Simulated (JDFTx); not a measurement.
**BN: equation of state with LDA**

**The experiment to reproduce.**

“Effect of nanostructuration on compressibility of cubic BN”, 2012, arxiv:1208.3664 quotes, for a bulk crystal of BN at 300 K: bulk modulus 395 ± 2 GPa.

The system is BN.

```
CELL_PARAMETERS angstrom
0.00000 1.81300 1.81300
1.81300 0.00000 1.81300
1.81300 1.81300 0.00000
ATOMIC_POSITIONS crystal
N 0.25000 0.25000 0.25000
B 0.00000 0.00000 0.00000
```

The cell is a database's computed one.

```yaml
Program: JDFTx 1.7.0 (patched build)
Task: equation of state
Functional: LDA
Potentials_or_basis: PseudoDojo-SR-LDA-0.4.1-standard with smoothed tails
Cutoff: 1143 eV
Density_cutoff: 9143 eV
k_mesh: 13 × 13 × 13
Occupations: fermi-dirac, width 0.05 eV
Spin: no spin polarisation
Local_potential_set_to_-Z/r_beyond: 6 bohr
Bands: 9
Density_cutoff_over_wavefunction_cutoff: 8
Max_SCF_steps: 100
SCF_threshold_on_the_energy: 1e-09 Ha
Solver_of_the_electrons: scf
```

```json
{
 "Equilibrium volume": "5.74 Å³/atom",
 "Bulk modulus": "400 GPa",
 "Pressure derivative of the bulk modulus": "3.6"
}
```

Energy against volume, from the lowest point:
```
volume (Å³/atom)  energy (meV/atom)
           5.602               4.41
           5.721               0.00
           5.840               1.88
           5.959               9.49
           6.078              22.29
           6.198              39.82
           6.317              61.64
```

Measured bulk modulus of BN: 395 GPa (300 K; quoted in “Effect of nanostructuration on compressibility of cubic BN”, 2012, arxiv:1208.3664). This calculation gives 400 GPa (+1.4 %). The fit is for a static lattice scaled at fixed shape and fixed fractional positions.
